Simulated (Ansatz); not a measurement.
Response to strain in BaS

The reference is BaS in the rock salt structure (space group Fm-3m, No. 225).

```xyz
2
Lattice="0.0000 3.1657 3.1657 3.1657 0.0000 3.1657 3.1657 3.1657 0.0000" Properties=species:S:1:pos:R:3 pbc="T T T"
Ba     0.0000     0.0000     0.0000
S      3.1657     3.1657     3.1657
```

Cartesian axes are those of the cell as printed.

Strains are applied to the cell and any free atomic positions relax; under biaxial strain the out-of-plane vector relaxes too.

All numbers come from plane-wave PAW DFT at the PBEsol level (Ansatz, a quantum-chemistry and plane-wave program, 420 eV), no SOC.

| biaxial strain, plane normal [001], relaxed out of plane (%) | band gap (eV) |
|---|---|
| -3 | 1.88 |
| -2.5 | 1.91 |
| -2 | 1.94 |
| -1.5 | 1.96 |
| -1 | ? |
| -0.5 | 2.01 |
| 0 | 2.04 |

Q: Fit E_g = E₀ + Dε (ε in %) to the rows shown and predict the withheld row.

A: Least squares on the printed values gives E₀ = 2.04 eV, D = 51.9 meV per % of strain (largest residual 0.00 eV); this predicts 1.99 eV, and the run gives 1.99 eV, in agreement.

Stability against distortions was not tested.
